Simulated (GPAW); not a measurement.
# Magnetic state of MnGa17N18 (GaN72 Mn2 d3p18) from several starts, part 2 of 2

Does MnGa17N18 (GaN72 Mn2 d3p18) prefer parallel or opposed moments, or none?

GPAW 26.7.0; PBE; plane waves with GPAW's PAW setups, scalar-relativistic.

So far. Step 2 (Start 1: ferro ++): After 37 cycles the largest moment stands at 3.42 μB.

## 3. Order 2, typed as antiferro +-

Reversing part of the moments tests the sign of the couplings between them.

Input file order2.py:

```python
import json
import numpy as np
from ase import Atoms
from ase.parallel import paropen, parprint
from gpaw import GPAW

atoms = Atoms(['Mn', 'N', 'Ga', 'N', 'Ga', 'N', 'Ga', 'N', 'Ga', 'N', 'Ga', 'N', 'Ga', 'N', 'Ga', 'N', 'Ga', 'N', 'Mn', 'N', 'Ga', 'N', 'Ga', 'N', 'Ga', 'N', 'Ga', 'N', 'Ga', 'N', 'Ga', 'N', 'Ga', 'N', 'Ga', 'N', 'Ga', 'N', 'Ga', 'N', 'Ga', 'N', 'Ga', 'N', 'Ga', 'N', 'Ga', 'N', 'Ga', 'N', 'Ga', 'N', 'Ga', 'N', 'Ga', 'N', 'Ga', 'N', 'Ga', 'N', 'Ga', 'N', 'Ga', 'N', 'Ga', 'N', 'Ga', 'N', 'Ga', 'N', 'Ga', 'N'],
    cell=[[9.567, 0.0, 0.0],
         [-4.7835, 8.285265, 0.0],
         [0.0, 0.0, 10.37]],
    scaled_positions=[[0.0, 0.0, 0.0],
         [0.111111, 0.222222, 0.0615],
         [0.111111, 0.222222, 0.25],
         [0.0, 0.0, 0.3115],
         [0.0, 0.0, 0.5],
         [0.111111, 0.222222, 0.5615],
         [0.111111, 0.222222, 0.75],
         [0.0, 0.0, 0.8115],
         [0.0, 0.333333, 0.0],
         [0.111111, 0.555556, 0.0615],
         [0.111111, 0.555556, 0.25],
         [0.0, 0.333333, 0.3115],
         [0.0, 0.333333, 0.5],
         [0.111111, 0.555556, 0.5615],
         [0.111111, 0.555556, 0.75],
         [0.0, 0.333333, 0.8115],
         [0.0, 0.666667, 0.0],
         [0.111111, 0.888889, 0.0615],
         [0.111111, 0.888889, 0.25],
         [0.0, 0.666667, 0.3115],
         [0.0, 0.666667, 0.5],
         [0.111111, 0.888889, 0.5615],
         [0.111111, 0.888889, 0.75],
         [0.0, 0.666667, 0.8115],
         [0.333333, 0.0, 0.0],
         [0.444444, 0.222222, 0.0615],
         [0.444444, 0.222222, 0.25],
         [0.333333, 0.0, 0.3115],
         [0.333333, 0.0, 0.5],
         [0.444444, 0.222222, 0.5615],
         [0.444444, 0.222222, 0.75],
         [0.333333, 0.0, 0.8115],
         [0.333333, 0.333333, 0.0],
         [0.444444, 0.555556, 0.0615],
         [0.444444, 0.555556, 0.25],
         [0.333333, 0.333333, 0.3115],
         [0.333333, 0.333333, 0.5],
         [0.444444, 0.555556, 0.5615],
         [0.444444, 0.555556, 0.75],
         [0.333333, 0.333333, 0.8115],
         [0.333333, 0.666667, 0.0],
         [0.444444, 0.888889, 0.0615],
         [0.444444, 0.888889, 0.25],
         [0.333333, 0.666667, 0.3115],
         [0.333333, 0.666667, 0.5],
         [0.444444, 0.888889, 0.5615],
         [0.444444, 0.888889, 0.75],
         [0.333333, 0.666667, 0.8115],
         [0.666667, 0.0, 0.0],
         [0.777778, 0.222222, 0.0615],
         [0.777778, 0.222222, 0.25],
         [0.666667, 0.0, 0.3115],
         [0.666667, 0.0, 0.5],
         [0.777778, 0.222222, 0.5615],
         [0.777778, 0.222222, 0.75],
         [0.666667, 0.0, 0.8115],
         [0.666667, 0.333333, 0.0],
         [0.777778, 0.555556, 0.0615],
         [0.777778, 0.555556, 0.25],
         [0.666667, 0.333333, 0.3115],
         [0.666667, 0.333333, 0.5],
         [0.777778, 0.555556, 0.5615],
         [0.777778, 0.555556, 0.75],
         [0.666667, 0.333333, 0.8115],
         [0.666667, 0.666667, 0.0],
         [0.777778, 0.888889, 0.0615],
         [0.777778, 0.888889, 0.25],
         [0.666667, 0.666667, 0.3115],
         [0.666667, 0.666667, 0.5],
         [0.777778, 0.888889, 0.5615],
         [0.777778, 0.888889, 0.75],
         [0.666667, 0.666667, 0.8115]],
    pbc=True,
    magmoms=[4.5, 0.0, 0.0, 0.0, 0.0, 0.0, 0.0, 0.0, 0.0, 0.0, 0.0, 0.0, 0.0, 0.0, 0.0, 0.0, 0.0, 0.0, -4.5, 0.0, 0.0, 0.0, 0.0, 0.0, 0.0, 0.0, 0.0, 0.0, 0.0, 0.0, 0.0, 0.0, 0.0, 0.0, 0.0, 0.0, 0.0, 0.0, 0.0, 0.0, 0.0, 0.0, 0.0, 0.0, 0.0, 0.0, 0.0, 0.0, 0.0, 0.0, 0.0, 0.0, 0.0, 0.0, 0.0, 0.0, 0.0, 0.0, 0.0, 0.0, 0.0, 0.0, 0.0, 0.0, 0.0, 0.0, 0.0, 0.0, 0.0, 0.0, 0.0, 0.0])
atoms.calc = GPAW(mode={'name': 'pw', 'ecut': 600},
    xc='PBE',
    kpts={'size': (3, 3, 2), 'gamma': True},
    occupations={'name': 'fermi-dirac', 'width': 0.05},
    convergence={'density': 1e-05, 'energy': 1e-05},
    maxiter=200,
    mixer={'name': 'pulay', 'beta': 0.05, 'nmaxold': 6, 'weight': 50},
    symmetry={'tolerance': 1e-4},
    txt='order2.txt')
e = atoms.get_potential_energy(force_consistent=True)
res = {'free_energy': e, 'energy_sigma0': atoms.get_potential_energy(), 'fermi_energy': atoms.calc.get_fermi_level()}
res['moments'] = atoms.get_magnetic_moments().tolist()
res['total'] = atoms.get_magnetic_moment()
parprint('site moments (muB):', np.round(res['moments'], 3))
parprint(f"total moment: {res['total']:.3f} muB")
parprint(f'free energy: {e:.6f} eV')
atoms.calc.write('order2.gpw')
with paropen('results.json', 'w') as f:
    json.dump(res, f)
```

Run with:

```sh
OMP_NUM_THREADS=1 mpirun -n 8 gpaw python order2.py > order2.log
```

Output:

```text
site moments (muB): [ 3.249e+00  1.000e-03 -2.000e-03  3.000e-03 -8.000e-03  1.000e-03
  8.000e-03  5.000e-03  1.100e-02  2.000e-03 -9.000e-03  1.000e-03
  1.000e-03 -1.000e-03 -1.000e-03 -0.000e+00  2.000e-03 -3.000e-03
 -3.246e+00 -3.000e-03 -9.000e-03  0.000e+00  6.000e-03 -1.000e-03
  2.000e-03 -0.000e+00 -1.000e-02 -3.000e-03 -9.000e-03 -1.000e-03
 -0.000e+00 -1.000e-03  9.000e-03  0.000e+00 -0.000e+00  1.000e-03
  1.000e-03 -0.000e+00  0.000e+00 -0.000e+00 -0.000e+00  2.000e-03
 -9.000e-03  0.000e+00 -0.000e+00 -1.000e-03 -1.000e-03 -0.000e+00
  1.100e-02 -0.000e+00  0.000e+00  1.000e-03  1.000e-03 -0.000e+00
  0.000e+00 -0.000e+00  0.000e+00 -0.000e+00 -1.000e-02 -0.000e+00
  0.000e+00 -1.000e-03 -0.000e+00 -0.000e+00  9.000e-03  1.000e-03
 -2.000e-03  1.000e-03  1.000e-03  1.000e-03  8.000e-03 -0.000e+00]
total moment: 0.013 muB
free energy: -439.837878 eV

--- order2.txt ---
Input parameters:
  mode=PW(ecut=600),
  convergence={'density': 1e-05, 'energy': 1e-05},
  kpts=MonkhorstPack(size=(3, 3, 2), gamma=True),
  maxiter=200,
  mixer=Pulay(name='pulay', nmaxold=6, beta=0.05, weight=50, sigma=0.015, g_ss=None),
  occupations=Occupations(name='fermi-dirac', width=0.05),
  symmetry=Symmetry(tolerance=0.0001),
  xc=XC(name='PBE')

Diagonalizing LCAO Hamiltonian
Converting LCAO to pw mode

            Ga     Ga      Ga
          N       N       N
             NGa    N Ga    NGa
            N      N       N
              NNGa    NNGa   NN Ga
          Ga      Ga      Ga
             Ga N   Ga  N   Ga  N
          N Mn    NGa     NGa
              GGa     GGa    GGa
            NN     NN      NN
               NGa     NGa    N Ga
          Ga  N   Ga  N   Ga N
                N       N       N
             Ga     Ga      Ga
               Mn      Ga     Ga

Atoms  # Å, Bohr magnetons
|    | symbol |         x |        y |        z |    initial magnetic moments |
|----|--------|-----------|----------|----------|-----------------------------|
|  0 |     Mn |  0.000000 | 0.000000 | 0.000000 | ( 0.0000,  0.0000,  4.5000) |
|  1 |      N |  0.000000 | 1.841168 | 0.637755 | ( 0.0000,  0.0000,  0.0000) |
|  2 |     Ga |  0.000000 | 1.841168 | 2.592500 | ( 0.0000,  0.0000,  0.0000) |
|  3 |      N |  0.000000 | 0.000000 | 3.230255 | ( 0.0000,  0.0000,  0.0000) |
|  4 |     Ga |  0.000000 | 0.000000 | 5.185000 | ( 0.0000,  0.0000,  0.0000) |
|  5 |      N |  0.000000 | 1.841168 | 5.822755 | ( 0.0000,  0.0000,  0.0000) |
|  6 |     Ga |  0.000000 | 1.841168 | 7.777500 | ( 0.0000,  0.0000,  0.0000) |
|  7 |      N |  0.000000 | 0.000000 | 8.415255 | ( 0.0000,  0.0000,  0.0000) |
|  8 |     Ga | -1.594498 | 2.761752 | 0.000000 | ( 0.0000,  0.0000,  0.0000) |
|  9 |      N | -1.594503 | 4.602929 | 0.637755 | ( 0.0000,  0.0000,  0.0000) |
| 10 |     Ga | -1.594503 | 4.602929 | 2.592500 | ( 0.0000,  0.0000,  0.0000) |
| 11 |      N | -1.594498 | 2.761752 | 3.230255 | ( 0.0000,  0.0000,  0.0000) |
| 12 |     Ga | -1.594498 | 2.761752 | 5.185000 | ( 0.0000,  0.0000,  0.0000) |
| 13 |      N | -1.594503 | 4.602929 | 5.822755 | ( 0.0000,  0.0000,  0.0000) |
| 14 |     Ga | -1.594503 | 4.602929 | 7.777500 | ( 0.0000,  0.0000,  0.0000) |
| 15 |      N | -1.594498 | 2.761752 | 8.415255 | ( 0.0000,  0.0000,  0.0000) |
| 16 |     Ga | -3.189002 | 5.523513 | 0.000000 | ( 0.0000,  0.0000,  0.0000) |
| 17 |      N | -3.189002 | 7.364681 | 0.637755 | ( 0.0000,  0.0000,  0.0000) |
| 18 |     Mn | -3.189002 | 7.364681 | 2.592500 | ( 0.0000,  0.0000, -4.5000) |
| 19 |      N | -3.189002 | 5.523513 | 3.230255 | ( 0.0000,  0.0000,  0.0000) |
| 20 |     Ga | -3.189002 | 5.523513 | 5.185000 | ( 0.0000,  0.0000,  0.0000) |
| 21 |      N | -3.189002 | 7.364681 | 5.822755 | ( 0.0000,  0.0000,  0.0000) |
| 22 |     Ga | -3.189002 | 7.364681 | 7.777500 | ( 0.0000,  0.0000,  0.0000) |
| 23 |      N | -3.189002 | 5.523513 | 8.415255 | ( 0.0000,  0.0000,  0.0000) |
| 24 |     Ga |  3.188997 | 0.000000 | 0.000000 | ( 0.0000,  0.0000,  0.0000) |
[...]
| 26 |     Ga |  3.188997 | 1.841168 | 2.592500 | ( 0.0000,  0.0000,  0.0000) |
[...]
| 56 |     Ga |  4.783505 | 2.761752 | 0.000000 | ( 0.0000,  0.0000,  0.0000) |
| 57 |      N |  4.783500 | 4.602929 | 0.637755 | ( 0.0000,  0.0000,  0.0000) |
| 58 |     Ga |  4.783500 | 4.602929 | 2.592500 | ( 0.0000,  0.0000,  0.0000) |
| 59 |      N |  4.783505 | 2.761752 | 3.230255 | ( 0.0000,  0.0000,  0.0000) |
| 60 |     Ga |  4.783505 | 2.761752 | 5.185000 | ( 0.0000,  0.0000,  0.0000) |
| 61 |      N |  4.783500 | 4.602929 | 5.822755 | ( 0.0000,  0.0000,  0.0000) |
| 62 |     Ga |  4.783500 | 4.602929 | 7.777500 | ( 0.0000,  0.0000,  0.0000) |
| 63 |      N |  4.783505 | 2.761752 | 8.415255 | ( 0.0000,  0.0000,  0.0000) |
| 64 |     Ga |  3.189002 | 5.523513 | 0.000000 | ( 0.0000,  0.0000,  0.0000) |
| 65 |      N |  3.189002 | 7.364681 | 0.637755 | ( 0.0000,  0.0000,  0.0000) |
| 66 |     Ga |  3.189002 | 7.364681 | 2.592500 | ( 0.0000,  0.0000,  0.0000) |
| 67 |      N |  3.189002 | 5.523513 | 3.230255 | ( 0.0000,  0.0000,  0.0000) |
| 68 |     Ga |  3.189002 | 5.523513 | 5.185000 | ( 0.0000,  0.0000,  0.0000) |
| 69 |      N |  3.189002 | 7.364681 | 5.822755 | ( 0.0000,  0.0000,  0.0000) |
| 70 |     Ga |  3.189002 | 7.364681 | 7.777500 | ( 0.0000,  0.0000,  0.0000) |
| 71 |      N |  3.189002 | 5.523513 | 8.415255 | ( 0.0000,  0.0000,  0.0000) |

Unit cell  # Å
| periodic |         x |        y |         z |   lengths |     angles |
|----------|-----------|----------|-----------|-----------|------------|
|      yes |  9.567000 | 0.000000 |  0.000000 |  9.567000 |  90.000000 |
|      yes | -4.783500 | 8.285265 |  0.000000 |  9.567000 |  90.000000 |
|      yes |  0.000000 | 0.000000 | 10.370000 | 10.370000 | 120.000000 |

Number of symmetries: 2

BZ-sampling:
  Number of BZ points: 18
  Number of IBZ points: 8

  Monkhorst-Pack size: [3, 3, 2]
  Monkhorst-Pack shift: [0.0, 0.0, 0.25]

Plane wave coefficients: 27453
Cutoff: 600.0 eV

Spin-components: 2 (collinear spins)
Bands:           192
Projectors:      362
Spin-degeneracy: 1
Datatype:        complex128

Parallelization:
  kpt:    8
  domain: 1
  band:   1

Density:
  Valence electrons: 312.0
  Components: 2
  Grid points: [56 56 60]
  Charge: 0.0  # |e|

Potential:
  Grid points: [56 56 60]

[... setups left out ...]
Reference energy: -1914448.982282  # eV

eigensolver:
  PPCG
  Converge bands: occupied
  niter=2

density mixing:
  Pulay-Mixer
  Linear mixing parameters: 0.05
  Old densities: 6
  Fourier metric: weight=50, sigma=0.015

occupation numbers:
  Fermi-Dirac:
    width: 0.0500  # eV

poisson solver:
  ecut: 4800.0  # eV

xc functional:
  name: PBE with 2 nearest neighbor stencil

convergence criteria:
- Maximum integral of absolute [dens]ity change: 1e-05 electrons / valence electron
- Maximum [total energy] change in last 3 cyles: 1e-05 eV / valence electron
- Maximum integral of absolute [eigenst]ate change: 4e-08 eV^2 / valence electron
maximum number of iterations: 200

SCF iterations
|iter     |      energy | eigst |  dens |  magmom |
|---------|-------------|-------|-------|---------|
|iter:   1|       0s | -502.238174 | +0.06 |       |  -0.0000|
|iter:   2|      34s | -485.246224 | -0.91 | -0.59 |  +0.0013|
|iter:   3|      67s | -439.976416 | +0.38 | -0.64 |  -0.0181|
|iter:   4|     100s | -440.860462 | -0.96 | -1.10 |  -0.0140|
|iter:   5|     133s | -439.771625 | -1.63 | -1.12 |  +0.0195|
|iter:   6|     166s | -441.211537 | -1.37 | -1.21 |  -0.0048|
|iter:   7|     200s | -441.435749 | -2.34 | -1.25 |  -0.0031|
|iter:   8|     233s | -439.766111 | -1.38 | -1.23 |  +0.0014|
|iter:   9|     266s | -439.802332 | -2.13 | -1.37 |  -0.0350|
|iter:  10|     299s | -439.848034 | -2.64 | -2.26 |  -0.0463|
[... 19 iterations left out ...]
|iter:  30|     941s | -439.785107c| -7.28 | -4.37 |  +0.0116|
|iter:  31|     959s | -439.785109c| -7.95c| -4.39 |  +0.0117|
|iter:  32|     981s | -439.785115c| -7.85c| -4.42 |  +0.0118|
|iter:  33|    1007s | -439.785125c| -7.77c| -4.54 |  +0.0120|
|iter:  34|    1032s | -439.785147c| -7.47c| -4.60 |  +0.0123|
|iter:  35|    1051s | -439.785143c| -7.53c| -4.68 |  +0.0123|
|iter:  36|    1070s | -439.785152c| -7.62c| -4.79 |  +0.0125|
|iter:  37|    1090s | -439.785158c| -7.98c| -4.89 |  +0.0126|
|iter:  38|    1109s | -439.785158c| -8.07c| -4.93 |  +0.0126|
|iter:  39|    1127s | -439.785162c| -8.12c| -5.08c|  +0.0127|

Converged in 39 steps
Energy contributions relative to reference atoms: (reference = -1914448.982282)

Energy contributions:
  Kinetic:        1159.662028
  Coulomb:       -1009.801899
  Zero:              2.210999
  External:          0.000000
  Xc:             -591.803576
  Entropy:          -0.105431
  Spinorbit:         0.000000
  ----------------------------
  Free energy:    -439.837878
  Extrapolated:   -439.785162

dipole moment: (-179.829379, -225.274490, -260.248061)  # |e|*Ang

Total magnetic moment: (0.000000, 0.000000, 0.012699)

Local magnetic moments
|        x |        y |         z |
|----------|----------|-----------|
| 0.000000 | 0.000000 |  3.248999 |  # Mn   0
| 0.000000 | 0.000000 |  0.001349 |  # N    1
| 0.000000 | 0.000000 | -0.001617 |  # Ga   2
| 0.000000 | 0.000000 |  0.003229 |  # N    3
| 0.000000 | 0.000000 | -0.007711 |  # Ga   4
| 0.000000 | 0.000000 |  0.000967 |  # N    5
| 0.000000 | 0.000000 |  0.008176 |  # Ga   6
| 0.000000 | 0.000000 |  0.004891 |  # N    7
| 0.000000 | 0.000000 |  0.010703 |  # Ga   8
| 0.000000 | 0.000000 |  0.002136 |  # N    9
| 0.000000 | 0.000000 | -0.009327 |  # Ga  10
| 0.000000 | 0.000000 |  0.000915 |  # N   11
[...]
| 0.000000 | 0.000000 |  0.009342 |  # Ga  64
| 0.000000 | 0.000000 |  0.001349 |  # N   65
| 0.000000 | 0.000000 | -0.001617 |  # Ga  66
| 0.000000 | 0.000000 |  0.000938 |  # N   67
| 0.000000 | 0.000000 |  0.000569 |  # Ga  68
| 0.000000 | 0.000000 |  0.000967 |  # N   69
| 0.000000 | 0.000000 |  0.008176 |  # Ga  70
| 0.000000 | 0.000000 | -0.000107 |  # N   71

Fermi level: 7.781
Eigenvalues  # (at kpt = [0.000, 0.000, 0.000])
| band index |      eig [eV] | occ [0-1] |      eig [eV] | occ [0-1] |
|------------|---------------|-----------|---------------|-----------|
|          0 |       -73.445 |     1.000 |       -73.409 |     1.000 |
|        ... |               |           |               |           |
|        147 |         5.774 |     1.000 |         5.808 |     1.000 |
|        148 |         5.806 |     1.000 |         5.812 |     1.000 |
|        149 |         6.180 |     1.000 |         6.187 |     1.000 |
|        150 |         6.262 |     1.000 |         6.228 |     1.000 |
|        151 |         6.283 |     1.000 |         6.265 |     1.000 |
|        152 |         6.375 |     1.000 |         6.432 |     1.000 |
|        153 |         6.505 |     1.000 |         6.435 |     1.000 |
|        154 |         7.694 |     0.851 |         7.689 |     0.863 |
|        155 |         7.860 |     0.170 |         7.927 |     0.051 |
|        156 |         7.909 |     0.071 |         7.936 |     0.043 |
|        157 |         8.515 |     0.000 |         8.514 |     0.000 |
|        158 |         9.322 |     0.000 |         9.228 |     0.000 |
|        159 |         9.344 |     0.000 |         9.356 |     0.000 |
|        160 |         9.838 |     0.000 |         9.764 |     0.000 |
|        161 |         9.864 |     0.000 |         9.848 |     0.000 |
|        162 |        10.026 |     0.000 |        10.083 |     0.000 |
|        ... |               |           |               |           |
|        191 |        12.725 |     0.000 |        12.984 |     0.000 |

No gap
No difference between direct/indirect transitions
```

Wall time 20 min (8 MPI ranks of Intel Xeon at 2.60GHz (Ice Lake), shared host); peak memory 8.9 GiB.

Spin moment in the augmentation sphere by element, in μB:

```tsv
element	atoms	mean	spread (r.m.s.)	least	largest
Mn	2	0.00	3.25	-3.25	3.25
N	36	0.00	0.00	0.00	0.00
Ga	34	0.00	0.01	-0.01	0.01
```

The atoms farthest from the mean of their element:

```tsv
atom	x, y, z (Å)	spin moment in the augmentation sphere (μB)
Mn1	0.00, 0.00, 0.00	3.25
Mn19	-3.19, 7.36, 2.59	-3.25
Ga9	-1.59, 2.76, 0.00	0.01
Ga49	6.38, 0.00, 0.00	0.01
Ga59	4.78, 4.60, 2.59	-0.01
Ga27	3.19, 1.84, 2.59	-0.01
Ga33	1.59, 2.76, 0.00	0.01
Ga65	3.19, 5.52, 0.00	0.01
```

This step gave:

| Quantity | Value |
| --- | --- |
| magnetization | 0.01270 μB |
| final state | antiferromagnetic |

It lies 113 meV a seeded atom over the first start, and its largest moment is 3.25 μB against 3.42 μB.

## 4. The states side by side

These are free energies at a smearing of 0.05 eV, so its entropy term is in the differences. They are divided by the number of seeded atoms, so that cells of unlike size compare.

Orders:

```tsv
start	final state	typed order kept	energy over the lowest (meV a seeded atom)	largest site moment (μB)	net moment (μB a primitive cell)	mesh matched	CPU time (s)
ferro ++	ferromagnetic	yes	0	3.416	8	yes	9412
antiferro +-	antiferromagnetic	yes	113.5	3.249	0.0127	yes	9601
```

## 5. Outcome

| Item | Value |
| --- | --- |
| lowest state found | ferromagnetic (typed ferro ++) |
| largest site moment | 3.42 μB |
| next state | antiferromagnetic, 113 meV a seeded atom higher |

What this shows: The lowest state found is ferromagnetic, reached from the start ferro ++, with moments up to 3.42 μB. The next state costs 113 meV a seeded atom. Only 2 starts are shown; other collinear patterns, canted and longer-period orders are not.

[Logs and program files are shortened in this print: banners, set-up blocks, solver, clock and traceback lines can be left out without a mark of their own.]

[Logs are printed without paths, hosts, clocks, repeated set-up lines and the standing remarks that a program may print on its own settings, such as how far it seeks lower states.]

[Hosts, paths, dates, database ids (printed as entryN), source tags and the programs' standing remarks are cut or masked in the printed files.]

[Where a cell is said to come from a database of computed structures, the database is the Materials Project.]
